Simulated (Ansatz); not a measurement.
**Structure relaxation of Te**

The calculation used Ansatz 0.2.0, DFT PBEsol, scalar-relativistic, plane waves, PAW. Cutoff 420 eV, Γ-centred k mesh, Gaussian smearing, no spin polarisation in the final step.

Te was placed on the grey arsenic (A7) structure type (R-3m, No. 166), at a guessed volume.

```
CELL_PARAMETERS angstrom
2.21417 1.27835 4.10592
-2.21417 1.27835 4.10592
0.00000 -2.55671 4.10592
ATOMIC_POSITIONS crystal
Te 0.22754 0.22754 0.22754
Te 0.77246 0.77246 0.77246
```

Cell and atoms relax at zero pressure; the relaxation can't lower the symmetry of the start. After a coarse first stage the cell is made exact in the group found at 0.06 Å.

Energies count from the standard state of Te at the same level.

(1) What does it relax into?

(2) What are its volume, energy, density and gap?

Answers

(1) It keeps R-3m (No. 166), but not the shape of the type it started on. Conventional cell: a = 4.400 Å, c = 5.583 Å. Te has 6 Te at 3.15 Å.

Space group R-3m:H (No. 166). a = 4.400 Å, b = 4.400 Å, c = 5.583 Å, α = 90.00°, β = 90.00°, γ = 120.00°
| atom | site | symmetry | x | y | z |
| --- | --- | --- | --- | --- | --- |
| Te | 3b | -3m | 0.3333 | 0.6667 | 0.1667 |

(2) The volume per atom is 31.21 Å³. The density is 6.79 g/cm³. The energy over the standard structure is 0.03 eV/atom and the gap on the 18×18×18 mesh is 0 eV (a metal).

The final run used a 18×18×18 mesh on its 1-atom cell and 0.10 eV smearing. For metals, differences of a few meV/atom aren't resolved. Spin–orbit coupling is left out. A structure relaxed within its symmetry needn't be a true minimum.